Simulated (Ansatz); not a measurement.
## GaN under changes of volume

One of the cells (11.310 Å³/atom); the others are scaled copies at fixed shape and fractional positions:

```xyz
4
Lattice="3.1800 0.0000 0.0000 -1.5900 2.7540 0.0000 0.0000 0.0000 5.1660" Properties=species:S:1:pos:R:3 pbc="T T T"
Ga    1.5900    0.9180    2.5830
Ga    0.0000    1.8360    0.0000
N     1.5900    0.9180    4.5203
N     0.0000    1.8360    1.9373
```

- Program: Ansatz 0.2.0
- Functional: PBE
- Potentials or basis: Ansatz PAW
- Cutoff: 420 eV (not typed: the program's choice for these potentials)
- k mesh: 10 × 10 × 5
- Occupations: fermi-dirac, width 0.05 eV
- Spin: no spin polarisation

| volume (Å³/atom) | energy over the lowest point (meV/atom) | pressure (GPa) | gap on the mesh (eV) | largest force (eV/Å) |
| --- | --- | --- | --- | --- |
| 10.632 | 69.60 | 21.7 | 2.38 | 0.155 |
| 10.858 | 42.81 | 16.4 | 2.24 | 0.149 |
| 11.084 | 23.15 | 11.6 | 2.10 | 0.143 |
| 11.310 | ? | ? | ? | ? |
| 11.537 | 2.33 | 3.4 | 1.83 | 0.131 |
| 11.763 | 0.00 | -0.1 | 1.70 | 0.126 |
| 11.989 | 2.33 | -3.2 | 1.58 | 0.121 |

**Question.** What does the run at 11.310 Å³/atom give?

**Answer.** Energy over the lowest point 9.84 meV/atom; pressure 7.3 GPa; gap on the mesh 1.96 eV; largest force 0.137 eV/Å.

Worked out: A Birch-Murnaghan fit of order 3 (a polynomial in V^(-2/3)) to the other rows has its minimum at 11.76 Å³/atom with B0 = V·E''(V) = 172 GPa and B' = 4.5 at fixed shape and positions, which overstates the stiffness. It gives 9.87 meV/atom at 11.310 Å³/atom, against the run's 9.84, and -dE/dV = 7.3 GPa, against 7.3. A straight line through the other rows of the gap, of slope -6.69 eV per unit of ln V (its deformation potential), gives 1.97 eV, against the run's 1.96.

Energies are extrapolated to zero smearing.

Caveats: odd divisions of the mesh miss points on the zone boundary, where band edges often lie, so the gap on the mesh can be too wide.

Spin-orbit coupling on Ga is left out.
